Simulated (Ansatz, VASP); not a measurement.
## Two plane-wave programs on KCl

```
CELL_PARAMETERS angstrom
3.63400 0.00000 0.00000
0.00000 3.63400 0.00000
0.00000 0.00000 3.63400
ATOMIC_POSITIONS crystal
K 0.00000 0.00000 0.00000
Cl 0.50000 0.50000 0.50000
```

Measurements of this composition are mostly on another form, of space group No. 225.

Alike in both runs: task single point; functional PBEsol; k mesh 8 × 8 × 8; occupations gaussian, width 0.05 eV; no spin polarisation.

|  | VASP | Ansatz |
| --- | --- | --- |
| version | VASP 6.6.1 | Ansatz 0.2.0 |
| potentials or method | VASP PAW PBE potentials, release 64 (K_sv, Cl) | scalar-relativistic, plane waves, PAW |
| plane-wave cutoff (eV) | 520 | 420 |
| valence electrons in the cell | 16 | 16 |

Ansatz gave:

```
gap on the k mesh at the Fermi level (eV) : 5.37
least direct gap on the mesh (eV)         : 5.61
pressure (GPa)                            : 2.3
```

Question: Estimate VASP's values.

Answer: gap on the k mesh at the Fermi level (eV): 5.36; least direct gap on the mesh (eV): 5.60; pressure (GPa): 2.4.

Caveats: the PAW data sets were made with another functional, which shifts forces and pressure a little (VASP). A k mesh can miss the band edges. Expect the measured gap to be larger: semilocal functionals such as PBEsol lack the derivative discontinuity.
